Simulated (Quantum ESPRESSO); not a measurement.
Ge, 2 atoms in the cell. The structure is orthorhombic, space group Imma (No. 74). The conventional cell has a = 4.992 Å, b = 5.302 Å, c = 2.874 Å, α = 90.00°, β = 90.00°, γ = 90.00°. Around Ge (site symmetry mm2) lie 6 Ge at 2.68 to 2.87 Å. This isn't the form of Ge at room conditions, which is diamond.

| Property | Result |
| --- | --- |
| Program | Quantum ESPRESSO 7.5 |
| Task | band structure |
| Functional | PBEsol |
| Potentials or basis | PseudoDojo 0.4 FR PBEsol standard |
| Cutoff | 1061 eV |
| Density cutoff | 4245 eV |
| k mesh | 11 × 11 × 11 |
| Occupations | fermi-dirac, width 0.05 eV |
| Spin | spin-orbit coupling, no magnetisation |
| Mixing beta | 0.5 |
| Most SCF iterations | 120 |
| SCF threshold | 4e-10 Ry |

Potentials or basis: PseudoDojo 0.4 FR PBEsol standard.

Launch:

```bash
$ OMP_NUM_THREADS=1 mpirun -n 2 pw.x -nk 2 -in pw.in > pw.out
$ OMP_NUM_THREADS=1 mpirun -n 2 pw.x -nk 2 -in bands.in > bands.out
```

Hardware: 2 MPI ranks on Intel(R) Xeon(R) 6975P-C (Granite Rapids), on a shared host.

Question: How long does it take, and how much memory?

Answer: It took 6.8 min on 2 MPI ranks on Intel(R) Xeon(R) 6975P-C (Granite Rapids), on a shared host, peak memory 1.1 GiB a rank. Counts: scf iterations 9, k pools 2, bands 42, k points 216, g dense 23841.
